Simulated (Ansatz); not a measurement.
# Re: the order of phases, with spin-orbit coupling

Aim: relax Re in several structures (fcc, bcc, hcp) and rank them by energy, with spin-orbit coupling. Methods of the runs shown: PAW and LAPW.

Program: Ansatz 0.2.0. Level of theory: DFT PBE, with the methods named in each step. These are calculated values, not measurements.

### Step 1. The structure to begin with

It takes space group Fm-3m (No. 225, cubic). Conventional cell: a = 3.911 Å, b = 3.911 Å, c = 3.911 Å, α = 90.00°, β = 90.00°, γ = 90.00°. Around Re (site symmetry m-3m) lie 12 Re at 2.77 Å.

As a file:

```
Re
1.0
     0.00000    1.95547    1.95547
     1.95547    0.00000    1.95547
     1.95547    1.95547    0.00000
Re
1
Direct
  0.00000 0.00000 0.00000
```

### Step 2. Fcc relaxed, PAW

The input, input.yaml:

```yaml
crystal:
  lattice:
    - [0.0, 1.9554744261, 1.9554744261]
    - [1.9554744261, 0.0, 1.9554744261]
    - [1.9554744261, 1.9554744261, 0.0]
  atoms:
    - { symbol: Re, position: [0.0, 0.0, 0.0] }
kpoints:
  mp_grid: { grid: [18, 18, 18] }
scf:
  occupations: { method: fermi_dirac, width: 0.05 }
hamiltonian:
  xc: pbe
  pseudopotentials: { kind: paw_fr }
output:
  forces: true
  stress: true
relax:
  f_tol: 0.005
  max_steps: 40
  cell: {}
magnetization:
  noncollinear: true
  spin_orbit: true
```

Started as:

```console
ansatz run input.yaml --threads 2 --pin off --max-ram 5120MiB --backend cpu --events-out ev --progress --plain --runs-dir out
```

The runs that follow: Fcc relaxed, LAPW; Bcc relaxed, PAW; Bcc relaxed, LAPW; Hcp relaxed, PAW; Hcp relaxed, LAPW.

Q: Predict the outcome of this session. Wanted: lowest (for each run or level that gives them).

**Answer**, as computed:

| quantity | value |
| --- | --- |
| lowest (LAPW) | hcp, 77.7 meV/atom under fcc |
| lowest (PAW) | hcp, 77.8 meV/atom under fcc |

What this shows: By LAPW the order is hcp < fcc < bcc. By PAW the order is hcp < fcc < bcc. The methods agree on the lowest phase. Only these structures were tried, with electrons smeared by 0.05 eV and without vibrations, so the true ground state may be another. The k meshes differ between phases and weren't tested, which can move differences by some meV.
